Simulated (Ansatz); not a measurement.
# Ca: a jump of H

Computed with Ansatz, DFT PBE, scalar-relativistic, plane waves, PAW. Settings: 420 eV cutoff, 3×3×3 k-mesh, Gaussian smearing of 0.10 eV, no spin polarisation.

Host crystal, relaxed:

```
CELL_PARAMETERS angstrom
0.00000 2.76264 2.76264
2.76264 0.00000 2.76264
2.76264 2.76264 0.00000
ATOMIC_POSITIONS crystal
Ca 0.00000 0.00000 0.00000
```

In a supercell of 16 host sites, interstitial H hops to an equivalent place, moving 3.91 Å between the relaxed ends. Climbing-image nudged elastic band at fixed cell with images 0 (start) to 6 (end), the path measured over all atoms, converged to 0.05 eV/Å; the order of the saddle wasn't checked, and the small cell leaves errors of about a tenth of an eV. Zero-point motion and tunnelling, which matter for H, are left out. At the top the atom squeezes straight between two others, where symmetry can hold a band on a ridge, so a bent path, such as one by way of a neighbouring hole, may have a much lower barrier.

Supercell rows in host cell vectors: 1 -3 1; 1 1 -3; 1 1 1. H was set at (0.500, 0.500, 0.500) of the host cell.

At the relaxed start H has 1 Ca at 2.68 Å, 1 Ca at 2.69 Å, 2 Ca at 2.70 Å, 1 Ca at 2.71 Å, 1 Ca at 2.72 Å.

Q: What barrier does the band give, and what surrounds the atom at the top?

A: 0.40 eV at image 3, where H has 2 Ca at 2.14 Å, 2 Ca at 3.19 Å.

Cost: 1 run of about 17 core-minutes, on AMD EPYC 9R14 (Zen 4) (shared hosts).